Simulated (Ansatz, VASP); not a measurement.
**CuAu: VASP beside Ansatz**

INCAR

```
SYSTEM = CuAu
ALGO = Fast
EDIFF = 1E-7
ENCUT = 520
GGA = PS
ISIF = 2
ISMEAR = -1
LASPH = .TRUE.
LCHARG = .FALSE.
LREAL = .FALSE.
LWAVE = .FALSE.
NBANDS = 18
NELM = 80
PREC = Accurate
SIGMA = 0.05
```

The input KPOINTS:

```
k-points
0
G
  8 8 6
  0 0 0
```

The input POSCAR:

```
CuAu
1.0
    2.8107494552      0.0000000000      0.0000000000
    0.0000000000      2.8107494552      0.0000000000
    0.0000000000      0.0000000000      3.6481500000
Au Cu
1 1
Direct
    0.0000000000      0.0000000000      0.0000000000
    0.5000000000      0.5000000000      0.5000000000
```

input.yaml

```yaml
crystal:
  lattice:
    - [2.8107494552, 0.0, 0.0]
    - [0.0, 2.8107494552, 0.0]
    - [0.0, 0.0, 3.64815]
  atoms:
    - { symbol: Au, position: [0.0, 0.0, 0.0] }
    - { symbol: Cu, position: [0.5, 0.5, 0.5] }
hamiltonian:
  xc: pbesol
  pseudopotentials: { kind: paw }
kpoints:
  mp_grid: { grid: [8, 8, 6] }
  band_path:
    path:
      - [[0.0, 0.0, 0.0], [0.0, 0.5, 0.0], [0.5, 0.5, 0.0], [0.0, 0.0, 0.0], [0.0, 0.0, 0.5], [0.0, 0.5, 0.5], [0.5, 0.5, 0.5], [0.0, 0.0, 0.5]]
      - [[0.0, 0.5, 0.0], [0.0, 0.5, 0.5]]
      - [[0.5, 0.5, 0.0], [0.5, 0.5, 0.5]]
    npoints: 14
scf:
  occupations: { method: fermi_dirac, width: 0.05 }
  n_extra_bands: 6
output:
  forces: true
  stress: true
  eigenvalues: true
  fatbands: false
```

Alike in both runs: functional PBEsol; k mesh 8 × 8 × 6; occupations fermi-dirac, width 0.05 eV; no spin polarisation.

```csv
,VASP,Ansatz
version,VASP 6.6.1,Ansatz 0.2.0
potentials or method,"VASP PAW PBE potentials, release 64 (Au, Cu)",Ansatz PAW
plane-wave cutoff (eV),520,420
valence electrons in the cell,22,38
task,single point,band structure
```

```csv
,VASP,Ansatz,Ansatz less VASP
gap on the k mesh at the Fermi level (eV),none,none,-
pressure (GPa),-1.6,-1.8,-0.25
largest component of the traceless stress (GPa),1.25,1.29,+0.039
```

A gap of «none» marks a metal or a gap that the smearing closes. With one functional, cell and mesh, what is left measures potentials, basis and numerics. The two sets of potentials don't hold the same shells in valence.

Caveats: the PAW data sets were made with another functional, which shifts forces and pressure a little (VASP); spin-orbit coupling is left out, which moves the levels of the heavy elements (Ansatz); the PAW data sets come from PBE, with cores solved anew for the run's functional, which leaves a small shift of forces and pressure (Ansatz). The runs have no spin-orbit coupling, so splittings on Au are missing.
